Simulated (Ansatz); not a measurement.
**BaO (rocksalt): zero-pressure volume and bulk modulus with r²SCAN + D3(BJ)-ATM**

The task here is to estimate one member of a computed series from the others.

Computed with Ansatz 0.2.0 (DFT r²SCAN + D3(BJ)-ATM, scalar-relativistic, plane waves, PAW, unless a step's input says otherwise).

### Starting point

The structure is cubic, space group Fm-3m (No. 225). Conventional cell: a = 5.500 Å, b = 5.500 Å, c = 5.500 Å, α = 90.00°, β = 90.00°, γ = 90.00°. Ba (site symmetry m-3m) is surrounded by 6 O at 2.75 Å. O (site symmetry m-3m) is surrounded by 6 Ba at 2.75 Å.

Structure file:

```
CELL_PARAMETERS angstrom
0.00000 2.75000 2.75000
2.75000 0.00000 2.75000
2.75000 2.75000 0.00000
ATOMIC_POSITIONS crystal
Ba 0.50000 0.50000 0.50000
O 0.00000 0.00000 0.00000
```

An earlier run on this cell at PBE gave 3.02 GPa at 20.797 Å³/atom (8×8×8 mesh), mesh gap 1.97 eV. The cell is compressed at this level.

The first run:

input.yaml

```yaml
crystal:
  lattice:
    - [0.0, 2.7500011019, 2.7500011019]
    - [2.7500011019, 0.0, 2.7500011019]
    - [2.7500011019, 2.7500011019, 0.0]
  atoms:
    - { symbol: Ba, position: [0.5, 0.5, 0.5] }
    - { symbol: O, position: [0.0, 0.0, 0.0] }
basis:
  ecutwfc: 500
  ecutrho_ratio: 4
kpoints:
  mp_grid: { grid: [8, 8, 8] }
hamiltonian:
  xc: r2scan
  dispersion: d3bjatm
scf:
  occupations: { method: gaussian, width: 0.05 }
output:
  forces: true
  stress: true
  eigenvalues: true
```

On the command line:

```
$ ansatz run input.yaml --threads 4 --pin off --max-ram 8192MiB --backend cpu --events-out ev --progress --plain --runs-dir out
```

Among the steps run: At the given cell; Stepping to 20.965 Å³/atom; Stepping to 21.112 Å³/atom; Volume × 0.98 of the new zero; Volume × 1.02 of the new zero; Volume × 0.96 of the new zero; Volume × 1.04 of the new zero.

One table of the session follows, with a row left open; its other results are not shown here.

It belongs to the step «Energy and pressure against volume». 

| volume (Å³/atom) | energy (meV/atom) | pressure (GPa) |
| --- | --- | --- |
| 20.268 | 8.83 | 3.48 |
| 20.690 | ? | ? |
| 21.112 | 0.00 | 0.00 |
| 21.534 | 1.97 | -1.47 |
| 21.957 | 7.62 | -2.79 |

Q: Estimate the row for volume (Å³/atom) = 20.690 from the others.

Worked estimate for «energy (meV/atom)». A straight line through the neighbours (20.268, 8.83) and (21.112, 0.00) gives 8.83 + (0.00 − 8.83) × (20.690 − 20.268) / (21.112 − 20.268) = 4.41; a parabola fitted to 3 rows on both sides gives 2.29.

**Answer.** energy (meV/atom): 2.13; pressure (GPa): 1.64. In «energy (meV/atom)» the line misses by +2.28 and the parabola by +0.16.
